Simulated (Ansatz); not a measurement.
An element in the sc structure gives these cold pressures by all-electron LAPW under PBE (Ansatz 0.2.0, scalar-relativistic, no spin polarisation).

| V (Å³/atom) | P (GPa) |
| --- | --- |
| 34.86 | 0.00 |
| 32.07 | 2.36 |
| 29.28 | 5.83 |
| 26.49 | 11.06 |
| 23.71 | 19.14 |
| 20.92 | 32.2 |
| 18.13 | 54.5 |
| 15.69 | 89.5 |

Which element is it?

Y. Its zero-pressure volume in this structure is near 34.9 Å³/atom; the volume and the steepness of P(V) together point to it, though neighbours can come close. Other candidates weren't computed, and some may come near.
